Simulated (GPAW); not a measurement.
Runs of GPAW 26.7.0 on Cu2O. It takes space group Pn-3m (No. 224, cubic). The conventional cell has a = 4.260 Å, b = 4.260 Å, c = 4.260 Å, α = 90.00°, β = 90.00°, γ = 90.00°. Cu (site symmetry -3m) has 2 O at 1.84 Å as nearest neighbours. O (site symmetry -43m) has 4 Cu at 1.84 Å as nearest neighbours. 

| task | level | potentials or basis | band path | band points | gap on the mesh (eV) | pressure (GPa) |
| --- | --- | --- | --- | --- | --- | --- |
| band structure | LDA | the program's PAW data sets (release 1.2.1) made for this functional, pw | GXMGRX,MR | 80 | 0.54 | -8.9 |
| single point | TB-mBJ | GPAW PAW data sets for LDA (gpaw-data 1.2.1), pw | - | - | (b) | - |
| band structure | r2SCAN | GPAW PAW data sets (gpaw-data 1.2.1), pw | GXMGRX,MR | 100 | (a) | -1.2 |
| band structure | GLLB-SC | the program's PAW data sets (release 1.2.1) made for this functional, pw | GXMGRX,MR | 80 | 1.08 | - |

Alike in all rows: no spin polarisation; cell as given; k mesh 6 × 6 × 6; cutoff (eV) 600; smearing fermi-dirac 0.05 eV.

Problem. Fill in the values left out.

Solution. (a) 0.77; (b) 0.80.

Caveats: with this Cu data set, volumes or pressures lay over 1.5 % or 2 GPa off other programs in two to four cells of ten (some runs); the cutoff is short for stress and forces, so pressures can be off by a GPa or more (some runs); a model potential gives levels but no total energy (some runs); the PAW data sets were made with another functional, which shifts forces and pressure a little (some runs); the GLLB-SC gap is the Kohn-Sham gap of the path plus the derivative discontinuity (some runs).

A k mesh can miss the band edges.

Runs at the PBE level aren't shown here.
